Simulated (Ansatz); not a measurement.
F: a bulk modulus from differences

The cell was found from a structure generator's guess, not taken from experiment.

All numbers below come from DFT PBE+D3(BJ), scalar-relativistic, plane waves, PAW (Ansatz). Cutoff 420 eV, Γ-centred 6×4×4 mesh (8-atom cell), Gaussian smearing of 0.02 eV, no spin polarisation.

```cif
data_structure
_symmetry_space_group_name_H-M 'P 1'
_symmetry_Int_Tables_number 1
_cell_length_a 3.5403
_cell_length_b 6.3239
_cell_length_c 6.4718
_cell_angle_alpha 91.504
_cell_angle_beta 91.528
_cell_angle_gamma 92.391
_cell_volume 144.66
loop_
_atom_site_label
_atom_site_type_symbol
_atom_site_fract_x
_atom_site_fract_y
_atom_site_fract_z
_atom_site_occupancy
F1 F 0.39536 0.16462 0.35246 1
F2 F 0.94638 0.76473 0.26809 1
F3 F 0.89725 0.25721 0.93034 1
F4 F 0.43084 0.63903 0.70010 1
F5 F 0.56916 0.36097 0.29990 1
F6 F 0.10275 0.74279 0.06966 1
F7 F 0.05362 0.23527 0.73191 1
F8 F 0.60464 0.83538 0.64754 1
```

The cell was set to several volumes, with shape and atoms relaxed at each where symmetry leaves them free. Pressure is positive in compression, and energies count from the lowest row.

| row | V (Å³/atom) | P (GPa) | ΔE (meV/atom) | gap on mesh (eV) |
| --- | --- | --- | --- | --- |
| 1 | 15.913 | 0.60 | 3.6 | 3.08 |
| 2 | 16.456 | 0.40 | 1.9 | 3.10 |
| 3 | 16.998 | ? | ? | ? |
| 4 | 17.541 | 0.09 | 0.3 | 3.13 |
| 5 | 18.083 | 0.01 | 0.0 | 3.16 |
| 6 | 18.625 | -0.08 | 0.1 | 3.17 |
| 7 | 19.168 | -0.13 | 0.6 | 3.17 |
| 8 | 19.891 | -0.20 | 1.5 | 3.18 |

Q: Find B = −V·ΔP/ΔV from rows 4 and 6 and from rows 1 and 2, and from the two its slope B′ and its value B0 at zero pressure.

A: Rows 4 and 6 give −(17.541 + 18.625)/2 × (-0.08 − (0.09))/(18.625 − 17.541) = 2.8 GPa at a mean pressure of 0.00 GPa. Rows 1 and 2 give −(15.913 + 16.456)/2 × (0.40 − (0.60))/(16.456 − 15.913) = 6.0 GPa at a mean pressure of 0.50 GPa. So B′ = (6.0 − 2.8)/(0.50 − (0.00)) = 6.40 and B0 = 2.8 − 6.40 × (0.00) = 2.8 GPa. A third-order Birch–Murnaghan fit to all the energies gives B0 = 3.2 GPa and B′ = 4.5.

Q: Estimate the pressure and energy of row 3.

A: From row 5, V0 = 18.083 × (1 + (0.01)/2.8) = 18.148 Å³/atom. Murnaghan's form P = (B0/B′)·[(V0/V)^B′ − 1] gives (2.8/6.40) × [(18.148/16.998)^6.40 − 1] = 0.23 GPa; the computed pressure is 0.23 GPa, so the estimate is off by 0.00 GPa. The work of compression from row 4, with the mean of the two pressures, gives ΔE = 0.3 + (0.23 + 0.09)/2 × (17.541 − 16.998)/160.2 × 1000 = 0.8 meV/atom (1 eV/Å³ = 160.2 GPa); the computed value is 0.9 meV/atom.

Q: Fit the gap against pressure through the other rows and estimate it at the computed pressure of row 3.

A: Over the 7 rows the mean pressure is 0.0986 GPa and the mean gap is 3.141 eV. The sums of products of deviations are S_xx = 0.5235 and S_xy = -0.06799, so the slope is -0.06799/0.5235 = -0.1299 (r = -0.99, rms misfit 0.01 eV). At 0.23 GPa the line gives 3.141 + (-0.1299) × (0.23 − 0.0986) = 3.12 eV. The computed value is 3.12 eV, so the line is off by 0.00 eV, no more than the largest miss among the fitted rows (0.01 eV).

Kohn–Sham gaps at this level usually fall short of measured ones. All volumes keep the k mesh of the relaxed cell. A structure relaxed within its symmetry needn't be a true minimum.
